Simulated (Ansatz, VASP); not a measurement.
# One calculation of PbS, two programs

Contents of INCAR:

```
ALGO = Normal
EDIFF = 1E-7
ENCUT = 520
GGA = PS
ISIF = 2
ISMEAR = 0
LASPH = True
LCHARG = True
LELF = True
LREAL = False
LVHAR = True
LWAVE = False
NBANDS = 17
NELM = 80
PREC = Accurate
SIGMA = 0.05
```

File KPOINTS:

```
k-points
0
Gamma
  10 10 10
```

Contents of POSCAR:

```
PbS
1.0
    0.0000000000      3.0471305000      3.0471305000
    3.0471305000      0.0000000000      3.0471305000
    3.0471305000      3.0471305000      0.0000000000
Pb S
1 1
Direct
    0.0000000000      0.0000000000      0.0000000000
    0.5000000000      0.5000000000      0.5000000000
```

Input for Ansatz:

```yaml
crystal:
  lattice:
    - [0.0, 3.0471305, 3.0471305]
    - [3.0471305, 0.0, 3.0471305]
    - [3.0471305, 3.0471305, 0.0]
  atoms:
    - { symbol: Pb, position: [0.0, 0.0, 0.0] }
    - { symbol: S, position: [0.5, 0.5, 0.5] }
basis:
  ecutwfc: 420
kpoints:
  mp_grid: { grid: [10, 10, 10] }
hamiltonian:
  xc: pbesol
scf:
  occupations: { method: gaussian, width: 0.05 }
output:
  forces: true
  stress: true
  eigenvalues: true
```

Alike in both runs: task single point; functional PBEsol; k mesh 10 × 10 × 10; occupations gaussian, width 0.05 eV; no spin polarisation.

|  | VASP | Ansatz |
| --- | --- | --- |
| version | VASP 6.6.1 | Ansatz 0.2.0 |
| potentials or method | VASP PAW PBE potentials, release 64 (Pb_d, S) | scalar-relativistic, plane waves, PAW |
| plane-wave cutoff (eV) | 520 | 420 |
| valence electrons in the cell | 20 | 20 |

```csv
,VASP,Ansatz,Ansatz less VASP
gap on the k mesh at the Fermi level (eV),0.52,0.52,-0.005
least direct gap on the mesh (eV),0.52,0.52,-0.005
pressure (GPa),-4.7,-4.7,+0.05
```

The functional is the same, so the differences come from potentials, cutoffs and numerics.

Caveats: the PAW data sets were made with another functional, which shifts forces and pressure a little (VASP); spin-orbit coupling is left out, which as a rule narrows the gap of such compounds by several tenths of an eV. A k mesh can miss the band edges.
